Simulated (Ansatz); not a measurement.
The calculation used DFT PBE, scalar-relativistic, plane waves, PAW in Ansatz 0.2.0. All cells share a 420 eV cutoff and Γ-centred k meshes spaced at most about 0.3 Å⁻¹ (about 0.25 or finer for metals, 2π included). No spin polarisation in the final relaxations.

Temperature and zero-point effects are left out.

Two forms of Cu4Ni were relaxed alike.

A.

```cif
data_structure
_symmetry_space_group_name_H-M 'P6_3/mmc'
_symmetry_Int_Tables_number 194
_cell_length_a 2.5388
_cell_length_b 2.5388
_cell_length_c 20.9698
_cell_angle_alpha 90.000
_cell_angle_beta 90.000
_cell_angle_gamma 120.000
_cell_volume 117.05
loop_
_atom_site_label
_atom_site_type_symbol
_atom_site_symmetry_multiplicity
_atom_site_Wyckoff_symbol
_atom_site_fract_x
_atom_site_fract_y
_atom_site_fract_z
_atom_site_occupancy
Cu1 Cu 4 f 0.33333 0.66667 0.05060 1
Cu2 Cu 4 f 0.33333 0.66667 0.65160 1
Ni1 Ni 2 c 0.33333 0.66667 0.25000 1
```

B.

```cif
data_structure
_symmetry_space_group_name_H-M 'I4/m'
_symmetry_Int_Tables_number 87
_cell_length_a 5.6882
_cell_length_b 5.6882
_cell_length_c 3.6105
_cell_angle_alpha 90.000
_cell_angle_beta 90.000
_cell_angle_gamma 90.000
_cell_volume 116.82
loop_
_atom_site_label
_atom_site_type_symbol
_atom_site_symmetry_multiplicity
_atom_site_Wyckoff_symbol
_atom_site_fract_x
_atom_site_fract_y
_atom_site_fract_z
_atom_site_occupancy
Cu1 Cu 8 h 0.89914 0.29863 0.00000 1
Ni1 Ni 2 b 0.00000 0.00000 0.50000 1
```

Question: Which form is favoured at zero pressure, and by what margin per atom?

Answer: B is lower, by 8 meV/atom. A has Cu and Ni ordered on hcp sites, space group P6_3/mmc (No. 194), 11.7 Å³/atom and no gap on its mesh; B has Cu and Ni ordered on fcc sites, space group I4/m (No. 87), 11.7 Å³/atom and no gap. In A, Cu on its first site has 12 Cu at 2.54–2.58 Å; around Cu on its second site lie 3 Ni at 2.53 Å and 9 Cu at 2.54–2.58 Å; Ni is surrounded by 6 Cu at 2.53 Å and 6 Ni at 2.54 Å. In B, around Cu lie 9 Cu at 2.54–2.56 Å and 3 Ni at 2.54 Å; Ni is surrounded by 12 Cu at 2.54 Å. Both come from invented guesses.

The k mesh leaves some 4 meV/atom of noise in the energy of each metallic cell. Trial moments died out on the coarse mesh in P6_3/mmc and I4/m; another magnetic start might hold. With atoms moved at random, I4/m came back. Other cells relaxed within their symmetry can be saddle points.
